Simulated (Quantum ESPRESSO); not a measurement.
The system is TiAl.

```
Ti Al
1.0
     3.17906    0.00000    0.00000
     0.00000    3.17906    0.00000
     0.00000    0.00000    3.17906
Ti Al
1 1
Direct
  0.00000 0.00000 0.00000
  0.50000 0.50000 0.50000
```

The cell comes from a database or a generator and needn't be the stable form of this composition.

* Program: Quantum ESPRESSO 7.5
* Task: Hubbard U by linear response
* Functional: PBEsol
* Potentials or basis: GBRV 1.5 PBEsol
* Cutoff: 612 eV
* Density cutoff: 4898 eV
* k mesh: 6 × 6 × 6
* Occupations: cold, width 0.2 eV
* Spin: no spin polarisation
* Hubbard terms: Ti d U = 4.0 eV
* Start of the occupations: default
* Hubbard projectors: ortho-atomic
* Mixing beta: 0.3
* Most SCF iterations: 120
* SCF threshold: 4e-10 Ry
* q mesh: 3 × 3 × 3

Problem. What Hubbard parameters does linear response give?

Solution. U = 5.00 eV on Ti 3d. The values belong to these projectors, potentials and this ground state, and don't carry over to other codes.

Hubbard U from linear response:
```csv
site,manifold,U (eV)
1,Ti-3d,5.00
```
On the first site the bare response is -1.139 and the screened one -0.169 eV⁻¹.

Eigenvalues of the final occupation matrices:
```
   site  spin  trace               eigenvalues
Ti 1 3d  each   1.27  0.15 0.15 0.15 0.41 0.41
```

Caveat: the k mesh is coarse; U without spin polarisation on a metal has little footing; the U is typed as a test and isn't derived for this compound.
